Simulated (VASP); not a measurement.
The system is Cu.

```
CELL_PARAMETERS angstrom
2.53410 0.00000 0.00000
-1.26705 2.19459 0.00000
0.00000 0.00000 4.11257
ATOMIC_POSITIONS crystal
Cu 0.33333 0.66667 0.25000
Cu 0.66667 0.33333 0.75000
```

This isn't the form of Cu at room conditions, which is fcc.

| Property | Result |
| --- | --- |
| Program | VASP 6.6.1 |
| Task | relaxation of cell and atoms |
| Functional | PBE |
| Potentials or basis | VASP PAW PBE potentials, release 64 (Cu) |
| Cutoff | 600 eV |
| k mesh | 18 × 18 × 10 |
| Occupations | gaussian, width 0.1 eV |
| Spin | no spin polarisation |

At the start: pressure 8.1 GPa; volume 11.44 Å³/atom.

Q: Where does the relaxation end?

A: Over 6 steps the energy falls by 13.9 meV/atom and the volume is 12.03 Å³/atom (+5.2 %); space group P6_3/mmc (No. 194, to 0.05 Å).

The path:
| step | energy change (eV) | largest force (eV/Å) | pressure (GPa) | volume (Å³) |
| --- | --- | --- | --- | --- |
| 1 | 0.0000 | 0.0000 | 8.08 | 22.87 |
| 2 | -0.0179 | 0.0000 | -4.04 | 24.83 |
| 3 | -0.0278 | 0.0000 | 0.06 | 24.05 |
| 4 | -0.0278 | 0.0000 | -0.07 | 24.07 |
| 5 | -0.0278 | 0.0000 | -0.04 | 24.07 |
| 6 | -0.0279 | 0.0000 | -0.03 | 24.07 |

Final structure:
```
Cu
1.0
     2.57251    0.00000    0.00000
    -1.28625    2.22786    0.00000
     0.00000    0.00000    4.19979
Cu
2
Cartesian
  0.0000 1.4852 1.0499
  1.2863 0.7426 3.1498
```
